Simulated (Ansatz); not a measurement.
These are results of DFT PBE, scalar-relativistic, plane waves, PAW in Ansatz, not measurements. All cells share a 420 eV cutoff and Γ-centred k meshes spaced at most about 0.3 Å⁻¹ (about 0.25 or finer for metals, 2π included). Spin is collinear in cells that carry moments; the others ran without spin or lost their moments.

All energies are static (0 K, no zero-point motion).

Two relaxed structures of MoH₆:

1. (no moments)

```yaml
crystal:
  lattice:
    - [1.66829, -2.78813, 0.00000]
    - [1.66829, 2.78813, 0.00000]
    - [0.00000, 0.00000, 6.77407]
  atoms:
    - { symbol: H, position: [0.37306, 0.37306, 0.73500] }
    - { symbol: H, position: [0.37306, 0.37306, 0.26500] }
    - { symbol: H, position: [0.83750, 0.16250, 0.00000] }
    - { symbol: H, position: [0.16250, 0.83750, 0.00000] }
    - { symbol: H, position: [0.62694, 0.62694, 0.73500] }
    - { symbol: H, position: [0.62694, 0.62694, 0.26500] }
    - { symbol: Mo, position: [0.50000, 0.50000, 0.00000] }
```

2. (parallel moments up to 0.3 μB)

```yaml
crystal:
  lattice:
    - [2.77877, 0.00000, 0.00000]
    - [-1.38938, 2.40649, 0.00000]
    - [0.00000, 0.00000, 12.10452]
  atoms:
    - { symbol: H, position: [0.66667, 0.33333, 0.90775] }
    - { symbol: H, position: [0.33333, 0.66667, 0.09225] }
    - { symbol: H, position: [0.33333, 0.66667, 0.34271] }
    - { symbol: H, position: [0.33333, 0.66667, 0.40440] }
    - { symbol: H, position: [0.66667, 0.33333, 0.65729] }
    - { symbol: H, position: [0.66667, 0.33333, 0.59560] }
    - { symbol: Mo, position: [0.00000, 0.00000, 0.00000] }
```

Question: Which would you expect to be lower, and how large is the difference?

Answer: Cell 2 is lower, by 78 meV/atom. Cell 1 has space group Cmmm (No. 65), 9.0 Å³/atom and no gap on its mesh; cell 2 has space group P-3m1 (No. 164), 11.6 Å³/atom and no gap. Counting H atoms around Mo (those within 1.25 times the shortest such distance or 1.15 times the sum of covalent radii), cell 1 has Mo 10 and cell 2 has Mo 6. Cell 1 holds H–H pairs (shortest 0.85 Å); cell 2 holds H–H pairs as short as in free H₂ molecules (shortest 0.75 Å). Their magnetic states differ too, which can make part of the margin. Even the lower one lies +0.14 eV/atom against the reference forms of the elements (uncorrected), a margin that errors in the energy of the gaseous reference can exceed. In cell 1, around H on a site of symmetry m lie 1 H at 0.85 Å and 1 Mo at 1.84 Å; around H on a site of symmetry m2m lie 1 H at 1.81 Å, 3 Mo at 1.88–1.90 Å and 2 H at 1.93 Å; Mo is surrounded by 10 H at 1.84–1.90 Å. In cell 2, H on its first site has 3 Mo at 1.95 Å; around H on its second site lies 1 H at 0.75 Å; around Mo lie 6 H at 1.95 Å and 6 Mo at 2.78 Å; 1 more site not described. Both come from invented guesses. The lowest form computed isn't among them: it has space group P-3m1 (No. 164), 11.4 Å³/atom and lies 62 meV/atom below the best shown.

No dispersion correction is applied, so the spacing and binding between layers, chains or molecules are poorly described (Cmmm, P-3m1), and this can change margins and order among such cells. With hydrogen, zero-point motion can shift such differences by 10 meV/atom or more. Another magnetic order may lie lower. Cells relaxed within their symmetry can be saddle points. Some structure types and database cells were kept out of the candidates from the start, so a known form may be missing.
